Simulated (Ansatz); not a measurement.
# BN: the cell at several levels of theory

One table from this session's results is given with a row withheld; the runs are named, their logs left out.

Program: Ansatz 0.2.0. PAW datasets, plane waves, zero pressure. (Simulation; spin polarisation is off.)

**Starting point**

This is the cell as the run starts from it, not yet at rest; its lengths are not the crystal's.

Space group F-43m (No. 216), cubic; conventional cell a = 3.372 Å, 4.79 Å³ an atom. Near B stand 4 N at 1.46 Å; near N stand 4 B at 1.46 Å.

As a file:

```
B N
1.0
     0.00000    1.68586    1.68586
     1.68586    0.00000    1.68586
     1.68586    1.68586    0.00000
B N
1 1
Direct
  0.00000 0.00000 0.00000
  0.25000 0.25000 0.25000
```

Set-up of the first run:

Contents of input.yaml:

```yaml
crystal:
  lattice:
    - [0.0, 1.685862786, 1.685862786]
    - [1.685862786, 0.0, 1.685862786]
    - [1.685862786, 1.685862786, 0.0]
  atoms:
    - { symbol: B, position: [0.0, 0.0, 0.0] }
    - { symbol: "N", position: [0.25, 0.25, 0.25] }
kpoints:
  mp_grid: { grid: [12, 12, 12] }
hamiltonian:
  xc: pbe
scf:
  occupations: { method: fermi_dirac, width: 0.02 }
relax:
  f_tol: 0.005
  cell: {}
```

The run is started by

```bash
ansatz run input.yaml --threads 4 --pin off --max-ram 7372MiB --backend cpu --events-out ev --progress --plain --runs-dir out
```

Steps of the session up to this table: Relaxation with PBE; Relaxing with r2SCAN; Relaxing with PBEsol; Relaxing with LDA; HSE06: cell and atoms.

One of the session's tables, all rows but one given; the rest of the session is left out.

It belongs to the step «The cells side by side». 

| level | a (Å) | volume (Å³/atom) |
| --- | --- | --- |
| PBE | ? | ? |
| r2SCAN | 3.610 | 5.879 |
| PBEsol | 3.606 | 5.860 |
| LDA | 3.581 | 5.738 |
| HSE06 | 3.596 | 5.814 |

Q: Estimate the row for PBE from the others.

**Answer.** a (Å): 3.625; volume (Å³/atom): 5.952. In the column «a (Å)» it is the highest.
